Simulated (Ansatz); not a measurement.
Runs of Ansatz 0.2.0 on C. The cell holds a slab with vacuum, 2 atoms: a = 2.456 Å, b = 2.456 Å, c = 8.524 Å, α = 90.00°, β = 90.00°, γ = 120.00°. 

```tsv
task	level	potentials or basis	k mesh	cutoff (eV)	share of exact exchange	screening of exact exchange	basis error allowed	mesh quality	gap on the mesh (eV)	V0 of scaled cells (Å³/atom)	B0 (GPa)
single point	HSE(alpha, omega)	all-electron PAW datasets made for the crystal	6 × 6 × 2	670	0.25	0.3 1/A	-	coarse	none	-	-
single point	HSE(alpha, omega)	all-electron PAW datasets made for the crystal	6 × 6 × 2	670	0.25	0.6 1/A	-	coarse	none	-	-
single point	HSE(alpha, omega)	all-electron PAW datasets made for the crystal	6 × 6 × 2	670	0.25	0.2 1/A	-	coarse	none	-	-
single point	HSE(alpha, omega)	all-electron PAW datasets made for the crystal	6 × 6 × 2	670	0.25	0.4 1/A	-	coarse	none	-	-
single point	HSE(alpha, omega)	all-electron PAW datasets made for the crystal	6 × 6 × 2	670	0.25	0.1 1/A	-	coarse	none	-	-
equation of state	PBEsol	all-electron LAPW, scalar-relativistic	12 × 12 × 3	-	-	-	0.001 eV/atom	not flagged	-	22.34	(a)
equation of state	LDA	all-electron LAPW, scalar-relativistic	12 × 12 × 3	-	-	-	0.001 eV/atom	not flagged	-	21.96	114
```

Alike in all rows: no spin polarisation; cell as given; smearing fermi-dirac 0.05 eV.

Estimate the missing entries.

(a) 110.

Caveats: some runs use coarse meshes; the k mesh is thin for a metal, which can move the energy by tens of meV per atom (some runs); the cell was scaled at fixed shape and fractional positions, which overstates the stiffness of a crystal with free parameters, most of all of layers and chains (some runs).

A k mesh can miss the band edges.

A gap of «none» marks a metal or a gap under the smearing width.

Not every run made on this cell is shown here.
